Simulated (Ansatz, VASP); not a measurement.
# One calculation of W, two programs

```
W
1.0
    -1.58158    1.58158    1.58158
     1.58158   -1.58158    1.58158
     1.58158    1.58158   -1.58158
W
1
Direct
  0.00000 0.00000 0.00000
```

Change from the starting cell: volume scaled by 0.98, PAW files.

Alike in both runs: task electric field gradients; functional PBE; k mesh 14 × 14 × 14; occupations fermi-dirac, width 0.08 eV; no spin polarisation.

```csv
,VASP,Ansatz
version,VASP 6.6.1,Ansatz 0.2.0
potentials or method,"VASP PAW PBE potentials, release 64 (W_sv)","PAW with Ansatz's default frozen-core files, scalar-relativistic"
plane-wave cutoff (eV),520,420
valence electrons in the cell,14,14
```

```csv
,VASP,Ansatz,Ansatz less VASP
pressure (GPa),6.9,6.4,-0.59
Vzz of the field gradient on the site that differs most (V/Å²),0.0,0.0,0.00
```

Ansatz warned: «gradients_without_spin_orbit».

Spin-orbit coupling is left out, which matters for the levels of W.
